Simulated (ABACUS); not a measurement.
Pb:

```
CELL_PARAMETERS angstrom
3.48000 0.00000 0.00000
-1.74000 3.01377 0.00000
0.00000 0.00000 5.59000
ATOMIC_POSITIONS crystal
Pb 0.66667 0.33333 0.75000
Pb 0.33333 0.66667 0.25000
```

This isn't the form of Pb at room conditions, which is fcc.

- Program: ABACUS 3.10.1
- Task: single point
- Functional: PBE
- Potentials or basis: PseudoDojo NC SR 0.4.1 PBE standard
- Cutoff: 857 eV
- Density cutoff: 3429 eV
- Basis: plane waves
- k mesh: 9 × 9 × 5
- Occupations: fermi-dirac, width 0.05 eV
- Spin: no spin polarisation

On this cell: pressure 4.2 GPa; largest force under 0.003 eV/Å; band gap on the k mesh none (metal or under the smearing width).

The same run follows on a disturbed copy (atoms moved at random, drawn with an rms of 0.05 Å):

```
Pb
1.0
     3.48000    0.00000    0.00000
    -1.74000    3.01377    0.00000
     0.00000    0.00000    5.59000
Pb
2
Direct
  0.67832 0.35185 0.74640
  0.34252 0.68720 0.25624
```

**Question.** What does the disturbed cell give?

**Answer.** The energy (extrapolated to zero smearing) moves by +1.1 meV/atom; pressure 4.2 GPa; largest force 0.100 eV/Å; band gap on the k mesh none (metal or under the smearing width).

Forces in eV/Å, atoms in the order of the input:
```
Pb  -0.004  0.002  0.100
Pb   0.004 -0.002 -0.100
```

Stress tensor (GPa, compression positive):
```
 2.93  0.01 -0.01
 0.01  2.94  0.00
-0.01  0.00  6.81
```
